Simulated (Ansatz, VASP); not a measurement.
**Two plane-wave programs on Cu**

The input INCAR:

```
SYSTEM = Cu
ALGO = Normal
EDIFF = 1E-6
ENCUT = 520
GGA = PS
ISIF = 2
ISMEAR = 0
LASPH = .TRUE.
LCHARG = .FALSE.
LREAL = .FALSE.
LWAVE = .FALSE.
NBANDS = 12
NELM = 60
PREC = Accurate
SIGMA = 0.05
```

KPOINTS

```
k-points
0
G
  16 16 16
  0 0 0
```

POSCAR

```
Cu
1.0
    0.0000000000      1.7822372988      1.7822372988
    1.7822372988      0.0000000000      1.7822372988
    1.7822372988      1.7822372988      0.0000000000
Cu
1
Direct
    0.0000000000      0.0000000000      0.0000000000
```

Input for Ansatz:

```yaml
crystal:
  lattice:
    - [0.0, 1.7822372988, 1.7822372988]
    - [1.7822372988, 0.0, 1.7822372988]
    - [1.7822372988, 1.7822372988, 0.0]
  atoms:
    - { symbol: Cu, position: [0.0, 0.0, 0.0] }
basis:
  ecutwfc: 420
  ecutrho_ratio: 4
kpoints:
  mp_grid: { grid: [16, 16, 16] }
hamiltonian:
  xc: pbesol
scf:
  occupations: { method: gaussian, width: 0.05 }
output:
  forces: true
  stress: true
  eigenvalues: true
```

Alike in both runs: task single point; functional PBEsol; k mesh 16 × 16 × 16; occupations gaussian, width 0.05 eV; no spin polarisation.

```csv
,VASP,Ansatz
version,VASP 6.6.1,Ansatz 0.2.0
potentials or method,"VASP PAW PBE potentials, release 64 (Cu)","scalar-relativistic, plane waves, PAW"
plane-wave cutoff (eV),520,420
valence electrons in the cell,11,19
```

Ansatz gave:

```
gap on the k mesh at the Fermi level (eV) : none
pressure (GPa)                            : 0.0
```

Q: What did VASP give for the same quantities?

A: gap on the k mesh at the Fermi level (eV): none; pressure (GPa): 0.7.

A gap of «none» marks a metal or a gap that the smearing closes. The functional is the same, so the differences come from potentials, cutoffs and numerics. The two sets of potentials don't hold the same shells in valence.

Caveats: the PAW data sets were made with another functional, which shifts forces and pressure a little (VASP).
